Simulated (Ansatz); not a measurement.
Crystal: In.

```
In
1.0
    -1.88253    1.88253    1.88253
     1.88253   -1.88253    1.88253
     1.88253    1.88253   -1.88253
In
1
Direct
  0.00000 0.00000 0.00000
```

This isn't the form of In at room conditions, which is tetragonal.

```yaml
Program: Ansatz 0.2.0
Task: relaxation of cell and atoms
Functional: revPBE
Dispersion: D3(BJ)
Potentials_or_basis: Ansatz PAW
Cutoff: "420 eV (not typed: the program's choice for these potentials)"
k_mesh: 10 × 10 × 10
Occupations: fermi-dirac, width 0.05 eV
Spin: no spin polarisation
```

At the start: volume 26.69 Å³/atom.

**Question.** How do energy, volume and symmetry change on relaxing?

**Answer.** It ends after 4 steps and the volume is 25.93 Å³/atom (-2.8 %); space group Im-3m (No. 229, to 0.05 Å).

The path:
```
step  energy change (eV)  largest force (eV/Å)  volume (Å³)
   1              0.0000                0.0000        26.69
   2             -0.0026                0.0000        26.09
   3             -0.0027                0.0000        25.93
   4             -0.0025                0.0000        25.93
```

Final structure:
```yaml
crystal:
  lattice:
    - [-1.86456, 1.86456, 1.86456]
    - [1.86456, -1.86456, 1.86456]
    - [1.86456, 1.86456, -1.86456]
  atoms:
    - { symbol: In, position: [0.00000, 0.00000, 0.00000] }
```

Caveat: the plane-wave basis is chosen anew once the cell has moved, so the energies of steps on either side of that aren't comparable; pairwise dispersion overbinds metals, which lowers pressure and volume; the PAW data sets come from PBE, with cores solved anew for the run's functional, which leaves a small shift of forces and pressure.
